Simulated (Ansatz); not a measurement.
## Charge transition levels of the S on the K site in K2S, term by term

The calculation used DFT PBE, scalar-relativistic, plane waves, PAW in Ansatz 0.2.0. Run with 420 eV cutoff, 2×2×2 k-mesh, shifted by half a step, Gaussian smearing of 0.01 eV, collinear spin in charge 0, +2 alone.

Host crystal, relaxed:

```yaml
crystal:
  lattice:
    - [0.00000, 3.73104, 3.73104]
    - [3.73104, 0.00000, 3.73104]
    - [3.73104, 3.73104, 0.00000]
  atoms:
    - { symbol: K, position: [0.75000, 0.75000, 0.75000] }
    - { symbol: K, position: [0.25000, 0.25000, 0.25000] }
    - { symbol: S, position: [0.00000, 0.00000, 0.00000] }
```

The S on the K site was set at (0.750, 0.750, 0.750) of the host cell, in a supercell of 48 sites (1662 Å³), relaxed at fixed cell in each charge q. In charge +2 some atom moved by up to 0.6 Å, so the relaxed defect can differ in kind from the start: near the site, 4 S at 3.23 Å, 6 K at 3.73 Å became 4 S at 2.60 Å (charge +2). The host's Kohn–Sham gap is 2.32 eV and its static dielectric constant 6.4 (mean). For each charge: the supercell's free energy over the neutral one with q electrons exchanged at the valence band top, F(q) − F(0) + qE_v; the image-charge term; and the term that aligns the potential far from the defect with the host's.

```json
{"q": "+2", "F(q) − F(0) + qE_v (eV)": "-0.641", "image charge (eV)": "1.100", "alignment (eV)": "-0.334"}
{"q": "+1", "F(q) − F(0) + qE_v (eV)": "0.322", "image charge (eV)": "0.275", "alignment (eV)": "-0.138"}
{"q": "0", "F(q) − F(0) + qE_v (eV)": "0.000", "image charge (eV)": "0.000", "alignment (eV)": "0.000"}
```

Q: Add the terms and find the levels between neighbouring charges, ε(q/q′) = [A(q′) − A(q)]/(q − q′), with and without the two corrections.

A: A(q): 0.125 eV for +2, 0.460 eV for +1, 0.000 eV for 0.
| level | corrected (eV over E_v) | uncorrected (eV) |
| --- | --- | --- |
| (+2/+1) | 0.33 | 0.96 |
| (+1/0) | -0.46 | -0.32 |

As a check, a point charge in a simple cubic cell of this volume has q²αe²/(2εL) = 0.270 q² eV (e² = 14.40 eV Å, α = 2.837, L = 11.85 Å); the shape of the real cell can change it somewhat. The term grows as q², so it pushes donor levels down and acceptor levels up. The program doubts the alignment for q = +2, +1, so levels beside it are uncertain by about that term.

Q: Which of these charges is lowest with the Fermi level at the valence band top, at mid-gap and at the conduction band bottom?

A: The line A(q) + qE_F that lies lowest gives the charge: 0 at E_F = 0.00 eV, 0 at E_F = 1.16 eV, 0 at E_F = 2.32 eV. The level (+2/+1) lies above (+1/0), so charge +1 is never the lowest: a negative-U pattern, with a direct (+2/0) level at -0.06 eV, outside this gap. (+1/0) falls outside this Kohn–Sham gap, so the change of charge isn't reached within it; the real gap is usually wider and may hold a localised level, while a level that comes from a carrier in the host's bands only marks the band edge and moves with it. In charge +2, +1 the cell has partly filled levels, from a carrier spread over the host's bands, a defect level that the small cell broadens into a band, or a degenerate defect level that the symmetric start can't split, so the levels beside it are doubtful. Charges beyond those computed could lie lower near the band edges.

Q: The neutral defect forms at 3.70 eV with atoms taken from and returned to the elements. What are the formation energies at those three Fermi levels, and what share of sites would hold the defect at 1200 K with E_F at mid-gap, if the host still stood at that temperature?

A: E_f = E_f(0) + A(q) + qE_F = 3.70, 3.70, 3.70 eV. In the dilute limit the share is exp(−E_f/k_BT) = exp(−3.703/0.1034) = 2.8×10⁻¹⁶, leaving out degeneracy and vibrational entropy. Both elements stand at their elemental potentials, a limit that the host or competing compounds often put out of reach. The small cell and the narrow Kohn–Sham gap leave errors of tenths of an eV or more, which change the share by orders of magnitude.